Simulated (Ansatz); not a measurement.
# Relaxing Ir

These are results of Ansatz 0.2.0, DFT r2SCAN, scalar-relativistic, plane waves, PAW, not measurements. Settings: 500 eV cutoff, 18×18×18 k-mesh, Gaussian smearing of 0.10 eV, no spin polarisation.

What was changed: relaxed at -1 GPa.

Spin–orbit coupling is left out, which can shift energies with elements as heavy as these.

Command:

```bash
ansatz run input.yaml --threads 1 --pin off --max-ram 2560MiB --backend cpu --events-out ev --progress --plain --runs-dir out
```

Input:

```yaml
crystal:
  lattice:
    - [0.0, 1.9283635398, 1.9283635398]
    - [1.9283635398, 0.0, 1.9283635398]
    - [1.9283635398, 1.9283635398, 0.0]
  atoms:
    - { symbol: Ir, position: [0.0, 0.0, 0.0] }
basis:
  ecutwfc: 500
kpoints:
  mp_grid: { grid: [18, 18, 18] }
hamiltonian:
  xc: r2scan
scf:
  occupations: { method: gaussian, width: 0.1 }
output:
  forces: true
  stress: true
  eigenvalues: true
relax:
  adjacent_minimum: "off"
  f_tol: 0.008
  max_steps: 50
  cell: { stress_tol: 0.08, p_target: -1.0 }
```

F is the free energy. Steps run on the plane waves of an earlier cell, but the last one, and at times one on the way, on a freshly chosen basis, so a repeated geometry can differ a little in energy. The relaxation lowers the enthalpy F + PV at the target pressure, so F itself can rise.

At step 2 F + PV rises: a step can overshoot before the optimiser corrects it.

Steps:

```json
{"step": "1", "F − F(1) (eV)": "0.0000", "largest force component (eV/Å)": "0.000", "V (Å³/atom)": "14.342", "P (GPa)": "-3.60"}
{"step": "2", "F − F(1) (eV)": "0.0002", "largest force component (eV/Å)": "0.000", "V (Å³/atom)": "14.049", "P (GPa)": "4.20"}
{"step": "3", "F − F(1) (eV)": "-0.0015", "largest force component (eV/Å)": "0.000", "V (Å³/atom)": "14.243", "P (GPa)": "-1.07"}
{"step": "4", "F − F(1) (eV)": "-0.0014", "largest force component (eV/Å)": "0.000", "V (Å³/atom)": "14.243", "P (GPa)": "-1.08"}
```

Relaxed structure:

```cif
data_structure
_symmetry_space_group_name_H-M 'P 1'
_symmetry_Int_Tables_number 1
_cell_length_a 2.7208
_cell_length_b 2.7208
_cell_length_c 2.7208
_cell_angle_alpha 60.000
_cell_angle_beta 60.000
_cell_angle_gamma 60.000
_cell_volume 14.24
loop_
_atom_site_label
_atom_site_type_symbol
_atom_site_fract_x
_atom_site_fract_y
_atom_site_fract_z
_atom_site_occupancy
Ir1 Ir 0.00000 0.00000 0.00000 1
```

Symmetry: Fm-3m, No. 225, cubic system. The conventional cell has a = 3.848 Å, b = 3.848 Å, c = 3.848 Å, α = 90.00°, β = 90.00°, γ = 90.00°. Around Ir (site symmetry m-3m) lie 12 Ir at 2.72 Å.

The run converged. Time: 30 s on 1 thread of Intel(R) Xeon(R) Platinum 8259CL CPU @ 2.50GHz (Skylake/Cascade Lake) (shared host), peak memory 0.43 GiB.